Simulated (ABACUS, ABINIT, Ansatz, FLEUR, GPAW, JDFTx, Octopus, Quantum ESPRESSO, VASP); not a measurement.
# MnO: programs and potentials compared

```xyz
2
Lattice="0.0000 2.2239 2.2239 2.2239 0.0000 2.2239 2.2239 2.2239 0.0000" Properties=species:S:1:pos:R:3 pbc="T T T"
Mn    0.0000    0.0000    0.0000
O     2.2239    2.2239    2.2239
```

The cell is a database's computed one, not the measured one.

Alike in all runs: task single point; functional PBE; k mesh 10 × 10 × 10; occupations fermi-dirac, width 0.05 eV; collinear spin, ferromagnetic start; no spin-orbit coupling. The measured crystal is an antiferromagnetic insulator; the state found here is the runs' own. Pressure is positive in compression and, in plane waves, holds the error of the finite cutoff.

```tsv
program and potentials	plane-wave cutoff (eV)	notes	band gap (eV)	pressure (GPa)	net moment per atom (μB)
GPAW, GPAW PAW data sets (gpaw-data 1.2.1)	800	10.5 valence electrons an atom on average	no gap	1.43	2.39
JDFTx, PseudoDojo-SR-PBE-0.5-standard	1306	10.5 valence electrons an atom on average	no gap	0.51	2.42
FLEUR, all-electron, FLAPW	-	-	no gap	-	2.40
Quantum ESPRESSO, SSSP 1.3 efficiency PBE	884	10.5 valence electrons an atom on average	no gap	-0.07	2.40
Octopus, pseudodojo_pbe (PseudoDojo 0.5, PBE)	-	10.5 valence electrons an atom on average	no gap	-	2.42
Ansatz, all-electron LAPW, scalar-relativistic	-	-	no gap	0.07	2.40
ABINIT, JTH PAW PBE v2.0	707	10.5 valence electrons an atom on average	no gap	0.05	2.39
VASP, PBE PAW files Mn_pv, O, 520 eV	520	9.5 valence electrons an atom on average	no gap	0.24	2.40
ABACUS, PseudoDojo NC SR 0.4.1 PBE standard, plane waves	1320	10.5 valence electrons an atom on average	no gap	0.48	2.42
```

None finds a gap. The pressure spans -0.07 (Quantum ESPRESSO, SSSP 1.3 efficiency PBE) to 1.43 GPa (GPAW, GPAW PAW data sets (gpaw-data 1.2.1)), with all-electron results at 0.07. The net moment per atom spans 2.39 (GPAW, GPAW PAW data sets (gpaw-data 1.2.1)) to 2.42 μB (Octopus, pseudodojo_pbe (PseudoDojo 0.5, PBE)), with all-electron results at 2.40. The state is the one that the start led to, which needn't be the lowest.

Differences between rows come from potentials, basis sets and numerical settings, since the functional is the same but for its coding. Runs on potential files found faulty are left out.

All nine runs describe the same ferromagnetic metal. With two atoms in the cell, the moment per formula unit falls just short of the integer spin-only value of high-spin d⁵ Mn²⁺. Exchange splitting thus keeps the majority d shell almost full, while the small deficit suggests that majority states of mixed Mn d and O p character overlap slightly with minority or Mn s-derived bands. The missing gap, at odds with the known insulator, probably reflects both the parallel spin order, which broadens the d bands, and PBE's too weak splitting between occupied and empty d states.

The three PseudoDojo runs share a moment of 2.42 μB, against 2.40 μB in both all-electron runs, which points to the potentials rather than the programs. Pressure doesn't follow the moment: GPAW and ABINIT both give 2.39 μB, yet 1.43 and 0.05 GPa. The close agreement supports the numerical reproducibility of this PBE state, not its account of the electronic structure of MnO.
